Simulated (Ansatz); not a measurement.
# LiCl (rocksalt): gap against strain (uniaxial along [111], other directions held)

LiCl in the rocksalt structure, relaxed with r2SCAN in the PAW code Ansatz, then strained (uniaxial along [111], other directions held; changes of length per length, axes as in the cell below) with the atoms relaxed again within the symmetry that is left. It is cubic, Fm-3m (No. 225); conventional cell a = 5.112 Å, 16.70 Å³ an atom. Around Li lie 6 Cl at 2.56 Å; around Cl lie 6 Li at 2.56 Å. No spin polarisation and no zero-point or thermal motion.

```
CELL_PARAMETERS angstrom
0.00000 2.55604 2.55604
2.55604 0.00000 2.55604
2.55604 2.55604 0.00000
ATOMIC_POSITIONS crystal
Li 0.00000 0.00000 0.00000
Cl 0.50000 0.50000 0.50000
```

Gaps are the least over each mesh (PBE 8×8×8, r2SCAN 8×8×8, HSE06 6×6×6 when unstrained) and the special points, which keep their unstrained names; stress is the change from the unstrained cell, compression positive.

```csv
strain (%),"gap, PBE (eV)","gap, r2SCAN (eV)","gap, HSE06 (eV)","edges, HSE06","stress along the strain, r2SCAN (GPa)","energy rise, r2SCAN (meV/atom)"
-5.0,6.330,7.088,7.692,Γ → L,+3.97,10.0
-4.0,6.419,7.183,7.785,Γ → L,+3.10,6.3
-3.43,6.443,7.236,7.836,Γ → L,+2.63,4.6
0.0,6.384,7.291,7.785,Γ–K (0.20) → Γ,0.00,0.0
+2.38,6.199,7.091,7.590,"(0.062, 0.062, 0.120) → Γ",-1.62,2.0
+2.42,6.195,7.087,7.586,"(0.062, 0.062, 0.120) → Γ",-1.65,2.1
```

Between zero and the nearest strains the slope of the HSE06 gap against strain is -0.015 eV per percent for negative and -0.082 for positive strain. With PBE the edges change from Γ → L (indirect) to Γ (direct) between -4.0 and -3.43 %.

Where an edge lies off the special points, it is a point of the mesh or the k point where a search put PBE's edge or least direct gap, reused for the other functionals, whose own edges may lie a little apart.

Coordinates of k points refer to the reciprocal vectors of the primitive cell of the runs.

The meshes of the hybrids are coarse, so their gaps aren't converged to the digits shown.
